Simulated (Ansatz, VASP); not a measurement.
## One calculation of W, two programs

The input INCAR:

```
PREC = Accurate
ENCUT = 600
EDIFF = 1E-6
ISMEAR = -1
SIGMA = 0.05
LREAL = False
LASPH = True
NELM = 100
ALGO = Normal
ISIF = 3
LWAVE = False
LCHARG = False
GGA = PS
IBRION = 2
NSW = 60
EDIFFG = -0.005
```

KPOINTS

```
Automatic mesh
0
Gamma
  19 19 19
```

The input POSCAR:

```
W
1.0
   -1.5784212184      1.5784212184      1.5784212184
    1.5784212184     -1.5784212184      1.5784212184
    1.5784212184      1.5784212184     -1.5784212184
W
1
Direct
    0.0000000000      0.0000000000      0.0000000000
```

Input for Ansatz:

```yaml
crystal:
  lattice:
    - [-1.5784212184, 1.5784212184, 1.5784212184]
    - [1.5784212184, -1.5784212184, 1.5784212184]
    - [1.5784212184, 1.5784212184, -1.5784212184]
  atoms:
    - { symbol: W, position: [0.0, 0.0, 0.0] }
kpoints:
  mp_grid: { grid: [19, 19, 19] }
scf:
  occupations: { method: fermi_dirac, width: 0.05 }
hamiltonian:
  xc: pbesol
  pseudopotentials: { kind: paw }
output:
  forces: true
  stress: true
  write_density: true
  write_potential: true
  elf: true
  volumetric_format: npy
relax:
  f_tol: 0.005
  max_steps: 40
  cell: {}
```

Alike in both runs: task relaxation of cell and atoms; functional PBEsol; k mesh 19 × 19 × 19; occupations fermi-dirac, width 0.05 eV; no spin polarisation.

|  | VASP | Ansatz |
| --- | --- | --- |
| version | VASP 6.6.1 | Ansatz 0.2.0 |
| potentials or method | VASP PAW PBE potentials, release 64 (W_sv) | PAW with Ansatz's default frozen-core files, scalar-relativistic |
| plane-wave cutoff (eV) | 600 | 420 |
| valence electrons in the cell | 14 | 14 |

VASP gave:

- relaxed volume (Å³/atom): 15.71
- relaxed cell length with the largest relative difference (Å): 2.733

Task: Estimate Ansatz's values.

Result: Relaxed volume (Å³/atom): 15.68; relaxed cell length with the largest relative difference (Å): 2.731.

Caveats: the PAW data sets were made with another functional, which shifts forces and pressure a little (VASP). The runs have no spin-orbit coupling, so splittings on W are missing.
